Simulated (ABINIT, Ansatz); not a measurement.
# Quasiparticle gap of BeTe (F-43m) in ABINIT

How does a plane-wave GW calculation on BeTe (F-43m) run from the first input to the gap?

Calculated with ABINIT 10.8.3; PBE and many-body steps on it, plane waves.

**What was measured.**

- Gap 2.8 eV: absolute (indirect, Gamma to X) gap, second literature value; film (quoted from earlier experiment) (quoted in “The band structure of BeTe - a combined experimental and theoretical study”, 1997, arxiv:cond-mat/9712266).

- Gap 2.7 eV: absolute (indirect, Gamma to X) gap; bulk crystal (quoted from earlier experiment) (quoted in “The band structure of BeTe - a combined experimental and theoretical study”, 1997, arxiv:cond-mat/9712266).

This is a report of a sequence of runs, with most program output left out.

## (1) The structure

Symmetry: F-43m, No. 216, cubic system. Conventional cell: a = 5.663 Å, b = 5.663 Å, c = 5.663 Å, α = 90.00°, β = 90.00°, γ = 90.00°. Nearest to Be lie 4 Te at 2.45 Å. Nearest to Te lie 4 Be at 2.45 Å. Farther neighbours and most contacts between anions are not listed.

The cell and positions are those that the Materials Project relaxed with its own functionals (PBE, PBE+U or r2SCAN), kept fixed. Spin-orbit coupling is left out unless a step names it.

## (2) Ground state

This step: ABINIT 10.8.3; DFT, PBE, plane waves, norm-conserving pseudopotentials.

The ground-state density comes first.

Contents of run.abi:

```
acell 3*1.0 Angstrom
rprim 
  -0.000000000000 2.831458787600 2.831458787600
  2.831458787600 0.000000000000 2.831458787600
  2.831458787600 2.831458787600 0.000000000000
ntypat 2
znucl 4 52
natom 2
typat 1 2
xred 
  0.000000000000 0.000000000000 0.000000000000
  0.750000000000 0.750000000000 0.750000000000
pp_dirpath "pseudos"
pseudos "Be.upf, Te.upf"
ecut 49
ngkpt 6 6 6
nshiftk 1
shiftk 0 0 0
kptopt 1
chksymbreak 0
nband 19
occopt 1
tolvrs 1e-10
nstep 60
prtwf 0
optforces 0
optstress 0
indata_prefix "in"
outdata_prefix "out"
tmpdata_prefix "tmp"
```

Command:

```sh
$ OMP_NUM_THREADS=1 mpirun -n 8 abinit run.abi > log
```

Run time: 15 s. Hardware: 8 MPI ranks of Arm Neoverse N1, shared host; peak memory 0.66 GiB; 2 min of CPU time.

Numbers from this step:

```yaml
total_energy: -8018.1531 eV
gap: 2.027 eV
k_of_the_valence_top: 0, 0, 0
k_of_the_conduction_bottom: 0.5, 0.5, 0
least_direct_gap: 3.644 eV
```

The gap is indirect, with the least direct gap 1.62 eV higher.

## (3) Bands along the symmetry lines

Levels along a band path, at the cheap level, show where the edges lie and whether the meshes to come will hold them.

Contents of run.abi:

```
acell 3*1.0 Angstrom
rprim 
  -0.000000000000 2.831458787600 2.831458787600
  2.831458787600 0.000000000000 2.831458787600
  2.831458787600 2.831458787600 0.000000000000
ntypat 2
znucl 4 52
natom 2
typat 1 2
xred 
  0.000000000000 0.000000000000 0.000000000000
  0.750000000000 0.750000000000 0.750000000000
pp_dirpath "pseudos"
pseudos "Be.upf, Te.upf"
ecut 49
iscf -2
irdden 1
kptopt 0
nkpt 50
kpt 
  0.00000000 0.00000000 0.00000000
  -0.06250000 -0.06250000 0.00000000
  -0.12500000 -0.12500000 0.00000000
  -0.18750000 -0.18750000 0.00000000
  -0.25000000 -0.25000000 0.00000000
  -0.31250000 -0.31250000 0.00000000
  -0.37500000 -0.37500000 0.00000000
  -0.43750000 -0.43750000 0.00000000
  -0.50000000 -0.50000000 0.00000000
  -0.48437500 -0.48437500 0.03125000
  -0.46875000 -0.46875000 0.06250000
  -0.45312500 -0.45312500 0.09375000
  -0.43750000 -0.43750000 0.12500000
  -0.42187500 -0.42187500 0.15625000
  -0.40625000 -0.40625000 0.18750000
  -0.39062500 -0.39062500 0.21875000
  -0.37500000 -0.37500000 0.25000000
  -0.37500000 0.00000000 0.37500000
  -0.32812500 0.00000000 0.32812500
  -0.28125000 0.00000000 0.28125000
  -0.23437500 0.00000000 0.23437500
  -0.18750000 0.00000000 0.18750000
  -0.14062500 0.00000000 0.14062500
  -0.09375000 0.00000000 0.09375000
  -0.04687500 0.00000000 0.04687500
  0.00000000 0.00000000 0.00000000
  0.00000000 0.00000000 0.06250000
  0.00000000 0.00000000 0.12500000
  0.00000000 0.00000000 0.18750000
  0.00000000 0.00000000 0.25000000
  0.00000000 0.00000000 0.31250000
  0.00000000 0.00000000 0.37500000
  0.00000000 0.00000000 0.43750000
  -0.00000000 -0.00000000 0.50000000
  -0.06250000 -0.03125000 0.46875000
  -0.12500000 -0.06250000 0.43750000
  -0.18750000 -0.09375000 0.40625000
  -0.25000000 -0.12500000 0.37500000
  -0.31250000 -0.15625000 0.34375000
  -0.37500000 -0.18750000 0.31250000
  -0.43750000 -0.21875000 0.28125000
  -0.50000000 -0.25000000 0.25000000
  -0.50000000 -0.28125000 0.21875000
  -0.50000000 -0.31250000 0.18750000
  -0.50000000 -0.34375000 0.15625000
  -0.50000000 -0.37500000 0.12500000
  -0.50000000 -0.40625000 0.09375000
  -0.50000000 -0.43750000 0.06250000
  -0.50000000 -0.46875000 0.03125000
  -0.50000000 -0.50000000 0.00000000
istwfk *1
nband 21
nbdbuf 2
tolwfr 1e-08
nstep 40
prtwf 0
prtvol 0
indata_prefix "in"
outdata_prefix "out"
tmpdata_prefix "tmp"
```

Run time: 20 s. Hardware: 8 MPI ranks; peak memory 0.59 GiB; 2.6 min of CPU time.

This step gave:

* gap: 2.027 eV
* k of the valence top: 0, 0, 0
* k of the conduction bottom: -0.5, -0.5, 0
* least direct gap: 3.644 eV

The gap is 2.027 eV, as in the run before at this level.

The electronic bands at the labelled points (eV, zero at the top of the highest filled band):

| point | band 11 | band 12 | band 13 | band 14 | band 15 | band 16 | band 17 | band 18 |
| --- | --- | --- | --- | --- | --- | --- | --- | --- |
| Γ | -12.19 | 0.00 | 0.00 | 0.00 | 3.64 | 3.64 | 3.64 | 3.71 |
| halfway | -11.47 | -2.86 | -1.63 | -1.63 | 2.65 | 4.41 | 6.43 | 6.43 |
| X | -10.42 | -5.02 | -2.58 | -2.58 | 2.03 | 2.71 | 9.64 | 9.64 |
| halfway | -10.41 | -4.92 | -3.06 | -2.47 | 2.35 | 3.37 | 9.05 | 9.11 |
| U | -10.44 | -4.67 | -3.78 | -2.17 | 2.75 | 5.28 | 7.86 | 8.13 |
| jump to K | -10.44 | -4.67 | -3.78 | -2.17 | 2.75 | 5.28 | 7.86 | 8.13 |
| halfway | -11.41 | -3.47 | -2.21 | -0.65 | 4.05 | 4.68 | 5.21 | 6.25 |
| Γ | -12.19 | 0.00 | 0.00 | 0.00 | 3.64 | 3.64 | 3.64 | 3.71 |
| halfway | -11.65 | -3.26 | -0.65 | -0.65 | 3.29 | 4.51 | 4.51 | 6.96 |
| L | -10.89 | -5.43 | -1.10 | -1.10 | 3.05 | 4.62 | 4.62 | 7.84 |
| halfway | -10.66 | -5.01 | -2.83 | -1.85 | 4.20 | 4.41 | 6.65 | 7.73 |
| W | -10.39 | -4.50 | -3.60 | -3.12 | 5.30 | 5.54 | 5.60 | 6.15 |
| halfway | -10.40 | -4.82 | -3.05 | -2.87 | 3.05 | 3.66 | 8.22 | 8.40 |
| X | -10.42 | -5.02 | -2.58 | -2.58 | 2.03 | 2.71 | 9.64 | 9.64 |

## (4) Empty states on the mesh, 6×6×6 mesh, 112 bands

The sums over transitions need many empty states on a uniform mesh; this step solves for them.

Contents of run.abi:

```
acell 3*1.0 Angstrom
rprim 
  -0.000000000000 2.831458787600 2.831458787600
  2.831458787600 0.000000000000 2.831458787600
  2.831458787600 2.831458787600 0.000000000000
ntypat 2
znucl 4 52
natom 2
typat 1 2
xred 
  0.000000000000 0.000000000000 0.000000000000
  0.750000000000 0.750000000000 0.750000000000
pp_dirpath "pseudos"
pseudos "Be.upf, Te.upf"
ecut 49
ngkpt 6 6 6
nshiftk 1
shiftk 0 0 0
kptopt 1
chksymbreak 0
iscf -2
irdden 1
istwfk *1
nband 112
nbdbuf 10
tolwfr 1e-09
nstep 60
prtvol 0
indata_prefix "in"
outdata_prefix "out"
tmpdata_prefix "tmp"
```

Elapsed: 55 s, on 8 MPI ranks; peak memory 0.7 GiB; 7.4 min of CPU time.

Numbers from this step:

* gap: 2.027 eV
* k of the valence top: 0, 0, 0
* k of the conduction bottom: 0.5, 0.5, 0
* least direct gap: 3.644 eV
* k points computed: 16
* lowest point of the top converged band, above the valence top: 76.7690 eV

On this mesh the gap is 2.027 eV.

## (5) Screening, 6×6×6 mesh, 102 bands, screening to 149.7 eV

The RPA dielectric matrix is built and inverted for each q.

This step: RPA screening on PBE, plane waves, norm-conserving pseudopotentials.

run.abi, as its differences from that of step 4:

```diff
@@ -20,10 +20,11 @@
 chksymbreak 0
-iscf -2
-irdden 1
 istwfk *1
-nband 112
-nbdbuf 10
-tolwfr 1e-09
-nstep 60
-prtvol 0
+occopt 1
+irdwfk 1
+optdriver 3
+nband 102
+ecuteps 5.5
+inclvkb 2
+awtr 1
+symchi 1
 indata_prefix "in"
```

Elapsed: 3.7 min, on 8 MPI ranks; peak memory 2.7 GiB.

Numbers from this step:

```
ε∞ with local fields, on this mesh, along the program's q direction : 7.333
the same without local fields                                       : 8.483
plasma frequency                                                    : 29.16 eV
plane waves in the screening matrix                                 : 169
```

Local fields lower ε∞ by 14 %.

## (6) Self-energy, 6×6×6 mesh, 102 bands, screening to 149.7 eV

The self-energy is evaluated for the states that the input lists, and the levels follow from it, in one-shot runs by the linearised quasiparticle equation.

This step: G0W0 on PBE, plane waves, norm-conserving pseudopotentials.

run.abi, as its differences from that of step 5:

```diff
@@ -23,8 +23,17 @@
 irdwfk 1
-optdriver 3
+optdriver 4
 nband 102
+gwcalctyp 0
+ecutsigx 49
+symsigma 1
+nkptgw 2
+kptgw 
+  0.0000000000 0.0000000000 0.0000000000
+  0.5000000000 0.5000000000 0.0000000000
+bdgw 
+  12 17
+  13 16
 ecuteps 5.5
-inclvkb 2
-awtr 1
-symchi 1
+irdscr 1
+ppmodel 1
 indata_prefix "in"
```

It took 13 s on 8 MPI ranks; peak memory 2 GiB.

Numbers from this step:

| Quantity | Value |
| --- | --- |
| G0W0 gap on the points computed | 2.786 eV |
| starting gap on the mesh | 2.027 eV |
| k of the valence top | 0, 0, 0 |
| k of the conduction bottom | 0.5, 0.5, 0 |
| Z at the valence top | 0.805 |
| Z at the conduction bottom | 0.817 |
| least direct G0W0 gap on the computed points | 4.662 eV |

The gap on the mesh goes from 2.03 eV to 2.79 eV, a correction of +0.76 eV.

Limits: finite bands, cutoff and mesh; no spin-orbit coupling. v1 is the top filled band, c1 the lowest empty one. Levels before and after the correction, in eV, zero at the valence-band top of each column:

|  | conduction bottom | valence top |
| --- | --- | --- |
| Kohn-Sham | 2.03 | 0.00 |
| G0W0 | 2.79 | 0.00 |

|  | level | energy (eV) |
| --- | --- | --- |
| Kohn-Sham | Γ v3-v1 | 0.000 |
| Kohn-Sham | Γ c1-c3 | 3.644 |
| Kohn-Sham | (0.5 0.5 0) v2-v1 | -2.578 |
| Kohn-Sham | (0.5 0.5 0) c1 | 2.027 |
| Kohn-Sham | (0.5 0.5 0) c2 | 2.710 |
| G0W0 | Γ v3-v1 | 0.000 |
| G0W0 | Γ c1-c3 | 4.662 |
| G0W0 | (0.5 0.5 0) v2-v1 | -2.784 |
| G0W0 | (0.5 0.5 0) c1 | 2.786 |
| G0W0 | (0.5 0.5 0) c2 | 3.545 |

## (7) Where the time went

Times are wall times on 8 MPI ranks of Arm Neoverse N1, shared host, good to a factor of about two.

| step | time | share | memory (GiB) |
| --- | --- | --- | --- |
| ground state | 15 s | 5 % | 0.66 |
| bands along the symmetry lines | 20 s | 6 % | 0.59 |
| empty states on the mesh | 55 s | 17 % | 0.7 |
| screening | 3.7 min | 68 % | 2.7 |
| self-energy | 13 s | 4 % | 2.0 |

## (8) Outcome

```json
{"PBE gap": "2.03 eV, indirect", "G0W0 gap on the mesh": "2.79 eV", "GW settings": "6×6×6 mesh, 102 bands, screening to 149.7 eV, Godby-Needs plasmon pole", "known limits": "not at the basis limit; no spin-orbit coupling"}
```

G0W0 moves the gap on the mesh from 2.03 eV to 2.79 eV (+0.76 eV), with Z of 0.81 and 0.82 at the edges. Local fields lower the RPA ε∞ on this mesh from 8.48 to 7.33. Only 2 of the mesh's irreducible points were corrected, so a valley elsewhere could overtake. The dearest step here is «screening». Against experiment, by G0W0@PBE: the gap of 2.79 eV lies −0.01 eV from the measured 2.8 eV (indirect, quoted 1997); the gap of 2.79 eV lies +0.09 eV from the measured 2.7 eV (indirect, quoted 1997). The calculation has static nuclei and no excitons; a measured gap holds zero-point and thermal motion, which mostly lowers it. With atoms this heavy the missing spin-orbit coupling can matter too. Bands and cutoff are finite, so the gap is not at the basis limit. The miss can reach some tenths of an eV and take either sign; the mesh is an error of its own. In the G0W0 run levels were corrected at 2 k points alone, so a gap called «on the mesh» is the least over those, and an edge elsewhere would be missed.

[Paths, hosts, dates, memory and timing lines, banners, echoed tables and standing remarks are left out of the program output.]

[Logs are printed without paths, hosts, clocks, repeated set-up lines and the standing remarks that a program may print on its own settings, such as how far it seeks lower states.]

[Runs of the session that timed out or met a known fault of the program may be left out.]

[Hosts, paths, dates, database ids (printed as entryN), source tags and the programs' standing remarks are cut or masked in the printed files.]

[G0W0 gaps are taken among the corrected bands and points alone; a level outside them can change the order at an edge.]

[Where Ansatz stands beside ABINIT at settings called matched, ABINIT's density can come from a denser mesh and the files from another edition; pairs whose starting gaps differed by over 0.03 eV were left out, so agreement reads better than it is.]
